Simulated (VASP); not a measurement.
Runs of VASP 6.6.1 on GaP. Symmetry: F-43m, No. 216, cubic system. The conventional cell has a = 5.451 Å, b = 5.451 Å, c = 5.451 Å, α = 90.00°, β = 90.00°, γ = 90.00°. Ga (site symmetry -43m) is surrounded by 4 P at 2.36 Å. P (site symmetry -43m) is surrounded by 4 Ga at 2.36 Å. 

| task | level | spin | k mesh | smearing | gap on the mesh (eV) | pressure (GPa) |
| --- | --- | --- | --- | --- | --- | --- |
| single point | PBE | off | 8 × 8 × 8 | gaussian 0.012 eV | 1.64 | 2.4 |
| band structure | TB-mBJ | off | 8 × 8 × 8 | fermi-dirac 0.05 eV | (a) | - |
| band structure | LAK | off | 8 × 8 × 8 | fermi-dirac 0.05 eV | (b) | 3.5 |
| band structure | LMBJ | off | 8 × 8 × 8 | fermi-dirac 0.05 eV | 2.41 | - |

Alike in all rows: potentials or basis VASP PAW PBE potentials, release 64 (Ga_d, P); cell as given; cutoff (eV) 520.

Estimate the missing entries.

(a) 2.43; (b) 2.28.

Caveats: the PAW data sets were made with another functional, which shifts forces and pressure a little (some runs); the mesh misses the band edges, which the band path finds closer together (some runs).

A k mesh can miss the band edges, and the runs leave out spin-orbit coupling on Ga.
